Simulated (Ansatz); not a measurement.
## AgBr: experiment and calculation

**Measured values to compare with.**

From a printed reference work, data compilation, for a bulk crystal of AgBr at 299.15 K: lattice constant a 5.7745 Å.

The runs below are set against these values where they give the same quantity.

Level of theory: DFT r2SCAN, scalar-relativistic, plane waves, PAW in Ansatz.

Plane waves to 500 eV, a k mesh through Γ of 8×8×8 on the computed 2-atom cell and Gaussian smearing (0.02 eV); no spin polarisation.

Relaxed structure, symmetry kept:

```
Ag Br
1.0
     0.00000    2.89256    2.89256
     2.89256    0.00000    2.89256
     2.89256    2.89256    0.00000
Ag Br
1 1
Cartesian
  0.0000 0.0000 0.0000
  2.8926 2.8926 2.8926
```

| Property | Result |
| --- | --- |
| Space group | Fm-3m (No. 225) |
| Volume per atom | 24.20 Å³ |
| Formation energy from the elements' standard states (Br, Hg as crystals; uncorrected) | -0.455 eV/atom |
| Generalised Kohn–Sham band gap | 1.29 eV, indirect from L to Γ |
| Löwdin character of the top 1 eV of the valence band | Br 4p 54 %, Ag 4d 44 % |
| Löwdin character of the lowest 1 eV of the conduction band | Ag 5s 65 %, Br 4s 21 %, Br 4p 11 % |
| Electron masses at the edge by Cartesian direction of the standard setting (m_e; degenerate bands sorted by energy; no spin-orbit coupling) | x: 0.22; y: 0.22; z: 0.22 |
| Hole masses at the edge by Cartesian direction of the standard setting (m_e; degenerate bands sorted by energy; no spin-orbit coupling) | x: 4.7, 0.31; y: 4.7, 0.31; z: 4.7, 0.31 |
| Bulk modulus | 45 GPa |
| Its pressure derivative | 5.2 |
| Bader charges (e) | Ag (1 in the cell) 0.54, Br (1 in the cell) -0.54 |

Measured lattice constant a of AgBr: 5.7745 Å (299.15 K; a printed reference work, data compilation). This calculation gives 5.785 Å (+0.2 %). The calculation is for 0 K without zero-point motion.

Cost: 8 runs of about 0.96 core-minutes in all, on Arm Neoverse V2 (shared hosts).